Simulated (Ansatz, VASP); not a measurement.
# HfB3: VASP beside Ansatz

```
CELL_PARAMETERS angstrom
-2.28044 2.28044 2.28044
2.28044 -2.28044 2.28044
2.28044 2.28044 -2.28044
ATOMIC_POSITIONS crystal
Hf 0.00000 0.00000 0.00000
B 0.00000 0.50000 0.50000
B 0.50000 0.00000 0.50000
B 0.50000 0.50000 0.00000
```

Alike in both runs: task single point; functional PBE; k mesh 6 × 6 × 6; occupations gaussian, width 0.1 eV; no spin polarisation.

```csv
,VASP,Ansatz
version,VASP 6.6.1,Ansatz 0.2.0
potentials or method,"VASP PAW PBE potentials, release 64 (Hf_pv, B)","scalar-relativistic, plane waves, PAW"
plane-wave cutoff (eV),520,420
valence electrons in the cell,19,35
```

Ansatz gave:

| Property | Result |
| --- | --- |
| gap on the k mesh at the Fermi level (eV) | none |
| pressure (GPa) | -1.2 |

Q: Estimate VASP's values.

A: gap on the k mesh at the Fermi level (eV): none; pressure (GPa): -1.1.

A gap of «none» marks a metal or a gap that the smearing closes. The two sets of potentials don't hold the same shells in valence.

Spin-orbit coupling is left out, which matters for the levels of Hf.
